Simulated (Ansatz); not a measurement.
Consider the ligand exchange at a Ga–N bond: `C[NH][Ga]([Cl])[Cl]` + `CC(C)(C)O` → `CC(C)(C)[O][Ga]([Cl])[Cl]` + CH₃NH₂.

Computed with Ansatz on PBE0-D4/def2-TZVP structures; ΔE is electronic, products minus reactants. CCSD(T)/CBS is the MP2 limit (def2-TZVPP, def2-QZVPP) plus CCSD(T) − MP2 in def2-TZVPP, frozen cores. Functionals use def2-TZVPP. HSE06 is defined as in plane-wave codes. For Ga outer-core shells are correlated without core-valence functions, which leaves a few kJ/mol of doubt a bond. Scalar relativity is left out up to krypton. One conformer a species, not always the lowest.

```
             level  ΔE (kJ/mol)
           PBE0-D4         -7.4
               PBE         -4.2
            revPBE         -3.0
             HSE06         -2.2
     CCSD/def2-SVP        -13.9
     HF/def2-QZVPP         -5.0
SCS-MP2/def2-QZVPP         -8.7
    CCSD/CBS(def2)         -4.6
```

(1) What does CCSD(T)/CBS give? (Estimate.)

Largest T1 diagnostic among the species: 0.012.

Results:

(1) Ansatz gave: -6.9 kJ/mol. The listed levels differ from it by -0.5, 2.7, 3.9, 4.7, -7.0, 1.9, -1.8, 2.3 kJ/mol.

The D4 term adds −8.4 kJ/mol with B3LYP and −5.2 kJ/mol with PBE0; it sums over pairs of atoms, weighted by their polarisabilities, and B3LYP, whose exchange is more repulsive, gets the larger term. Leaving LDA and LC-ωPBE aside and taking each functional with its dispersion term where it has one, the values, not all of them listed here, spread over 9.2 kJ/mol, from B97M-V to PBE-QIDH. In def2-TZVPP, CCSD(T) changes the Hartree–Fock value by −6.5 kJ/mol (the triples alone add −2.3 kJ/mol) and MP2 by −6.5 kJ/mol.

B3LYP here is the variant with VWN-RPA as its local correlation; programs differ in this.

CCSD(T)/CBS has its own doubt, a few kJ/mol and more with outer-core shells, so smaller differences from it don't rank the levels.
